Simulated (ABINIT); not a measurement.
# CdSe (F-43m) in ABINIT: settings compared

One crystal, CdSe, is run at these levels: LDA, PBE; tasks: single point.

All numbers are computed with ABINIT 10.8.3 (patched build); they aren't measurements. Logs are shortened: lines on timing, memory, paths and dates and some standing lists are left out, and cuts for length are marked. The log counts tension as positive stress, the text compression.

## Step 1: Starting point

Symmetry: F-43m, No. 216, cubic system. The conventional cell has a = 6.141 Å, b = 6.141 Å, c = 6.141 Å, α = 90.00°, β = 90.00°, γ = 90.00°. Cd (site symmetry -43m) has 4 Se at 2.66 Å as nearest neighbours. Around Se (site symmetry -43m) lie 4 Cd at 2.66 Å.

Measurements of this composition are mostly on another form, of space group No. 186.

## Step 2: Single point, LDA (cell relaxed)

Input file run.abi:

```
pp_dirpath "./"
pseudos "Cd.upf, Se.upf"

acell 4.2500591565 4.2500591565 4.2500591565 Angstrom
rprim
     0.0000000000     0.7071067812     0.7071067812
     0.7071067812     0.0000000000     0.7071067812
     0.7071067812     0.7071067812     0.0000000000
ntypat 2
znucl 48 34
natom 2
typat 1 2
xred
     0.0000000000     0.0000000000     0.0000000000
     0.2500000000     0.2500000000     0.2500000000
chkprim 0
chksymtnons 0
tolsym 1.0e-6

ecut 1387.780699 eV

kptopt 1
ngkpt 6 6 6
nshiftk 1
shiftk 0.0 0.0 0.0

ixc 7

nband 22
occopt 3
tsmear 0.00183747

nstep 100
tolvrs 1.0e-10

iomode 3
prtwf 0
prtden 0
prteig 0
prtebands 0
```

Potentials or basis: PseudoDojo NC SR LDA v0.4.1 standard.

Launch:

```
abinit run.abi > log 2>&1
```

run.abo:

```text
.Version 10.8.3 of ABINIT
 Symmetries : space group F-4 3 m (#216); Bravais cF (face-center cubic)
================================================================================
 Values of the parameters that define the memory need of the present run
     intxc =       0    ionmov =       0      iscf =       7    lmnmax =       6
     lnmax =       6     mgfft =      54  mpssoang =       3    mqgrid =    3001
     natom =       2  nloc_mem =       1    nspden =       1   nspinor =       1
    nsppol =       1      nsym =      24    n1xccc =    2501    ntypat =       2
    occopt =       3   xclevel =       1
       mpw =        6393          nfft =      157464          nkpt =          16
================================================================================
================================================================================

--------------------------------------------------------------------------------
------------- Echo of variables that govern the present computation ------------
--------------------------------------------------------------------------------
 -outvars: echo values of preprocessed input variables --------
            acell      8.0314478247E+00  8.0314478247E+00  8.0314478247E+00 Bohr
              amu      1.12411000E+02  7.89600000E+01
          chkprim           0
      chksymtnons           0
             ecut      5.10000000E+01 Hartree
              ixc           7
         kptrlatt        6    0    0      0    6    0      0    0    6
          kptrlen      4.81886869E+01
            natom           2
            nband          22
            ngfft          54      54      54
             nkpt          16
            nstep         100
             nsym          24
           ntypat           2
           occopt           3
           prtden           0
        prtebands           0
           prteig           0
            prtwf           0
            rprim      0.0000000000E+00  7.0710678120E-01  7.0710678120E-01
                       7.0710678120E-01  0.0000000000E+00  7.0710678120E-01
                       7.0710678120E-01  7.0710678120E-01  0.0000000000E+00
          spgroup         216
           tolsym      1.00000000E-06
           tolvrs      1.00000000E-10
           tsmear      1.83747000E-03 Hartree
            typat      1  2
           xangst      0.0000000000E+00  0.0000000000E+00  0.0000000000E+00
                       1.5026228250E+00  1.5026228250E+00  1.5026228250E+00
            xcart      0.0000000000E+00  0.0000000000E+00  0.0000000000E+00
                       2.8395456098E+00  2.8395456098E+00  2.8395456098E+00
             xred      0.0000000000E+00  0.0000000000E+00  0.0000000000E+00
                       2.5000000000E-01  2.5000000000E-01  2.5000000000E-01
            znucl       48.00000   34.00000

================================================================================

 chkinp: Checking input parameters for consistency.

================================================================================
== DATASET  1 ==================================================================

--- !DatasetInfo
iteration_state: {dtset: 1, }
dimensions: {natom: 2, nkpt: 16, mband: 22, nsppol: 1, nspinor: 1, nspden: 1, mpw: 6393, }
cutoff_energies: {ecut:  51.0, pawecutdg:  -1.0, }
electrons: {nelect:   3.60000000E+01, charge:   0.00000000E+00, occopt:   3.00000000E+00, tsmear:   1.83747000E-03, }
meta: {optdriver: 0, ionmov: 0, optcell: 0, iscf: 7, paral_kgb: 0, }
...

 Exchange-correlation functional for the present dataset will be:
  LDA: Perdew-Wang 92 LSD fit to Ceperley-Alder data - ixc=7
  J.P.Perdew and Y.Wang, PRB 45, 13244 (1992)

 Real(R)+Recip(G) space primitive vectors, cartesian coordinates (Bohr,Bohr^-1):
 R(1)=  0.0000000  5.6790912  5.6790912  G(1)= -0.0880423  0.0880423  0.0880423
 R(2)=  5.6790912  0.0000000  5.6790912  G(2)=  0.0880423 -0.0880423  0.0880423
 R(3)=  5.6790912  5.6790912  0.0000000  G(3)=  0.0880423  0.0880423 -0.0880423
 Unit cell volume ucvol=  3.6632498E+02 bohr^3
 Angles (23,13,12)=  6.00000000E+01  6.00000000E+01  6.00000000E+01 degrees

 getcut: wavevector=  0.0000  0.0000  0.0000  ngfft=  54  54  54
         ecut(hartree)=     51.000   => boxcut(ratio)=   2.09218

--- Pseudopotential description ------------------------------------------------
- pspini: atom type   1  psp file is ./Cd.upf
12 -1012 2 -1 1336                            pspcod,pspxc,lmax,lloc,mmax
     nproj     2     2     2

- pspini: atom type   2  psp file is ./Se.upf
12 -1012 2 -1 1198                            pspcod,pspxc,lmax,lloc,mmax
     nproj     2     2     2

   1.86291574E+03                                ecore*ucvol(ha*bohr**3)
--------------------------------------------------------------------------------

================================================================================

--- !BeginCycle
iteration_state: {dtset: 1, }
solver: {iscf: 7, nstep: 100, nline: 4, wfoptalg: 0, }
tolerances: {tolvrs: 1.00E-10, }
...

     iter   Etot(hartree)      deltaE(h)  residm     vres2
 ETOT  1  -284.78646712917    -2.848E+02 1.140E+01 2.192E+04
 ETOT  2  -293.65559237906    -8.869E+00 4.972E-01 2.977E+04
 ETOT  3  -296.01658688782    -2.361E+00 2.415E-02 5.727E+03
 ETOT  4  -296.28806992666    -2.715E-01 2.594E-02 2.609E+03
 ETOT  5  -296.43202934140    -1.440E-01 3.808E-03 8.811E+02
 ETOT  6  -296.49859477953    -6.657E-02 3.271E-03 9.935E+01
 ETOT  7  -296.50623760434    -7.643E-03 6.779E-03 1.271E+01
 ETOT  8  -296.50733183597    -1.094E-03 1.281E-03 4.920E-01
 ETOT  9  -296.50737981713    -4.798E-05 4.272E-04 3.923E-03
 ETOT 10  -296.50738032552    -5.084E-07 2.636E-04 2.383E-04
 ETOT 11  -296.50738035051    -2.499E-08 6.805E-05 4.925E-06
 ETOT 12  -296.50738035108    -5.656E-10 1.880E-05 7.005E-07
 ETOT 13  -296.50738035116    -8.566E-11 1.352E-05 2.302E-08
 ETOT 14  -296.50738035117    -5.684E-12 2.921E-06 1.257E-09
 ETOT 15  -296.50738035116     6.139E-12 1.783E-06 3.403E-10
 ETOT 16  -296.50738035115     1.319E-11 4.487E-07 2.041E-12

 At SCF step   16       vres2   =  2.04E-12 < tolvrs=  1.00E-10 =>converged.

 Cartesian components of stress tensor (hartree/bohr^3)
  sigma(1 1)=  1.63287377E-06  sigma(3 2)=  0.00000000E+00
  sigma(2 2)=  1.63287377E-06  sigma(3 1)=  0.00000000E+00
  sigma(3 3)=  1.63287377E-06  sigma(2 1)=  0.00000000E+00

--- !ResultsGS
iteration_state: {dtset: 1, }
comment   : Summary of ground state results
lattice_vectors:
- [  0.0000000,   5.6790912,   5.6790912, ]
- [  5.6790912,   0.0000000,   5.6790912, ]
- [  5.6790912,   5.6790912,   0.0000000, ]
lattice_lengths: [   8.03145,    8.03145,    8.03145, ]
lattice_angles: [ 60.000,  60.000,  60.000, ] # degrees, (23, 13, 12)
lattice_volume:   3.6632498E+02
convergence: {deltae:  1.319E-11, res2:  2.041E-12, residm:  4.487E-07, diffor: null, }
etotal    :  -2.96507380E+02
entropy   :   0.00000000E+00
fermie    :   1.60991853E-01
cartesian_stress_tensor: # hartree/bohr^3
- [  1.63287377E-06,   0.00000000E+00,   0.00000000E+00, ]
- [  0.00000000E+00,   1.63287377E-06,   0.00000000E+00, ]
- [  0.00000000E+00,   0.00000000E+00,   1.63287377E-06, ]
pressure_GPa:  -4.8041E-02
xred      :
- [  0.0000E+00,   0.0000E+00,   0.0000E+00, Cd]
- [  2.5000E-01,   2.5000E-01,   2.5000E-01, Se]
cartesian_forces: # hartree/bohr
- [ -3.70416498E-31,   3.70416498E-31,   4.31573589E-48, ]
- [  3.70416498E-31,  -3.70416498E-31,  -4.31573589E-48, ]
force_length_stats: {min:   5.23848035E-31, max:   5.23848035E-31, mean:   5.23848035E-31, }
...

 Integrated electronic density in atomic spheres:
 ------------------------------------------------
 Atom  Sphere_radius  Integrated_density
    1        2.00000         17.15674038
    2        2.00000         13.24822745
================================================================================

 ----iterations are completed or convergence reached----

 Mean square residual over all n,k,spin=   37.316E-10; max=  44.872E-08
 reduced coordinates (array xred) for    2 atoms
       0.000000000000      0.000000000000      0.000000000000
       0.250000000000      0.250000000000      0.250000000000
 rms dE/dt=  2.4291E-30; max dE/dt=  4.2073E-30; dE/dt below (all hartree)
    1       0.000000000000      0.000000000000      0.000000000000
    2       0.000000000000     -0.000000000000      0.000000000000

 cartesian coordinates (angstrom) at end:
    1      0.00000000000000     0.00000000000000     0.00000000000000
    2      1.50262282503115     1.50262282503115     1.50262282503115

 cartesian forces (hartree/bohr) at end:
    1     -0.00000000000000     0.00000000000000     0.00000000000000
    2      0.00000000000000    -0.00000000000000    -0.00000000000000
 frms,max,avg= 3.0244380E-31 3.7041650E-31   0.000E+00  0.000E+00  0.000E+00 h/b

 cartesian forces (eV/Angstrom) at end:
    1     -0.00000000000000     0.00000000000000     0.00000000000000
    2      0.00000000000000    -0.00000000000000    -0.00000000000000
 frms,max,avg= 1.5552286E-29 1.9047582E-29   0.000E+00  0.000E+00  0.000E+00 e/A
 length scales=  8.031447824692  8.031447824692  8.031447824692 bohr
              =  4.250059156500  4.250059156500  4.250059156500 angstroms
 Fermi (or HOMO) energy (hartree) =   0.16099   Average Vxc (hartree)=  -0.36727
 Eigenvalues (hartree) for nkpt=  16  k points:
 kpt#   1, nband= 22, wtk=  0.00463, kpt=  0.0000  0.0000  0.0000 (reduced coord)
  -3.57781   -2.15031   -2.15031   -2.15031   -1.57370   -1.57370   -1.57370   -1.57350
  -1.57350   -0.32091   -0.14342   -0.14342   -0.14342   -0.12799   -0.12799    0.15263
   0.15263    0.15263    0.16719    0.36601    0.36601    0.36601
      occupation numbers for kpt#   1
   2.00000    2.00000    2.00000    2.00000    2.00000    2.00000    2.00000    2.00000
   2.00000    2.00000    2.00000    2.00000    2.00000    2.00000    2.00000    1.97905
   1.97905    1.97905    0.06645    0.00000    0.00000    0.00000
 prteigrs : prtvol=0 or 1, do not print more k-points.

--- !EnergyTerms
iteration_state     : {dtset: 1, }
comment             : Components of total free energy in Hartree
kinetic             :  1.39667670068244E+02
hartree             :  9.93563259517751E+01
xc                  : -4.79346653215211E+01
Ewald energy        : -1.54994364645311E+02
psp_core            :  5.08541831623756E+00
local_psp           : -2.90611482421001E+02
non_local_psp       : -4.70762765346223E+01
internal            : -2.96507374586199E+02
'-kT*entropy'       : -5.76494836439155E-06
total_energy        : -2.96507380351147E+02
total_energy_eV     : -8.06837685151906E+03
band_energy         : -3.72980405465416E+01
...

 Cartesian components of stress tensor (hartree/bohr^3)
  sigma(1 1)=  1.63287377E-06  sigma(3 2)=  0.00000000E+00
  sigma(2 2)=  1.63287377E-06  sigma(3 1)=  0.00000000E+00
  sigma(3 3)=  1.63287377E-06  sigma(2 1)=  0.00000000E+00

-Cartesian components of stress tensor (GPa)         [Pressure= -4.8041E-02 GPa]
- sigma(1 1)=  4.80408048E-02  sigma(3 2)=  0.00000000E+00
- sigma(2 2)=  4.80408048E-02  sigma(3 1)=  0.00000000E+00
- sigma(3 3)=  4.80408048E-02  sigma(2 1)=  0.00000000E+00

== END DATASET(S) ==============================================================
================================================================================

 -outvars: echo values of variables after computation  --------
            acell      8.0314478247E+00  8.0314478247E+00  8.0314478247E+00 Bohr
           etotal     -2.9650738035E+02
            fcart     -3.7041649785E-31  3.7041649785E-31  4.3157358879E-48
                       3.7041649785E-31 -3.7041649785E-31 -4.3157358879E-48
            rprim      0.0000000000E+00  7.0710678120E-01  7.0710678120E-01
                       7.0710678120E-01  0.0000000000E+00  7.0710678120E-01
                       7.0710678120E-01  7.0710678120E-01  0.0000000000E+00
           strten      1.6328737652E-06  1.6328737652E-06  1.6328737652E-06
                       0.0000000000E+00  0.0000000000E+00  0.0000000000E+00
           xangst      0.0000000000E+00  0.0000000000E+00  0.0000000000E+00
                       1.5026228250E+00  1.5026228250E+00  1.5026228250E+00
             xred      0.0000000000E+00  0.0000000000E+00  0.0000000000E+00
                       2.5000000000E-01  2.5000000000E-01  2.5000000000E-01
 Calculation completed.
```

Wall time 2.1 min (1 thread of Arm Neoverse V1, shared host); peak memory 0.12 GiB.

Results:

| Property | Result |
| --- | --- |
| Free energy | -8068.3769 eV |
| Band gap on the k mesh | 0.40 eV, direct |
| Valence electrons inside the program's atomic spheres | Cd 17.16; Se 13.25 |

Levels at points of the mesh, in eV from the valence-band top:
```tsv
k point	band 15	band 16	band 17	band 18	band 19	band 20	band 21	band 22
(0.00, 0.00, 0.00)	-7.64	0.00	0.00	0.00	0.40	5.81	5.81	5.81
(0.50, 0.00, 0.00)	-7.32	-4.69	-0.81	-0.81	2.22	6.34	6.34	7.27
(0.50, 0.50, 0.00)	-7.26	-4.33	-2.01	-2.01	2.88	3.64	9.02	10.23
```

Caveat: the cutoff is too short for stress, so the log's stress isn't used.

## Step 3: Single point, PBE

Input file run.abi:

```
# Pseudopotentials
pp_dirpath "./"
pseudos "Cd.upf, Se.upf"

# Structure
acell 3*1.0 Angstrom
rprim
     0.0000000000     3.0702711986     3.0702711986
     3.0702711986     0.0000000000     3.0702711986
     3.0702711986     3.0702711986     0.0000000000
ntypat 2
znucl 48 34
natom 2
typat 1 2
xred
     0.0000000000     0.0000000000     0.0000000000
     0.2500000000     0.2500000000     0.2500000000

# Plane-wave basis
ecut 47.0

# k points
kptopt 1
ngkpt 6 6 6
nshiftk 1
shiftk 0.0 0.0 0.0

# Exchange and correlation
ixc 11

# Bands and occupations
nband 22
occopt 3
tsmear 0.05 eV

# SCF cycle
nstep 100
tolvrs 1.0e-10

# Output
iomode 3
prtwf 0
prtden 0
prteig 0
prtebands 0
enunit 1
```

Potentials or basis: PseudoDojo NC SR PBE v0.4.1 standard.

Launch:

```
mpirun --bind-to none -np 4 abinit run.abi > log 2>&1
```

Wall time 34 s (4 MPI ranks of Arm Neoverse V1, shared host); peak memory 0.44 GiB.

The run converged. Its results:

```yaml
Free_energy: -8071.3257 eV
Band_gap_on_the_k_mesh: 0.55 eV, direct
Valence_electrons_inside_the_program's_atomic_spheres: Cd 17.17; Se 13.24
```

Levels at points of the mesh, in eV from the valence-band top:
```
           k point  band 14  band 15  band 16  band 17  band 18  band 19  band 20  band 21  band 22
(0.00, 0.00, 0.00)    -7.49    -7.49     0.00     0.00     0.00     0.55     5.94     5.94     5.94
(0.50, 0.00, 0.00)    -7.47    -7.22    -4.22    -0.71    -0.71     2.36     6.45     6.45     7.32
(0.50, 0.50, 0.00)    -7.44    -7.16    -3.95    -1.75    -1.75     3.20     3.74     8.96    10.05
```

Caveat: the cutoff is too short for stress, so the log's stress isn't used. Expect the measured gap to be larger: semilocal functionals such as PBE lack the derivative discontinuity.

(Part 1 of 2 ends here.)
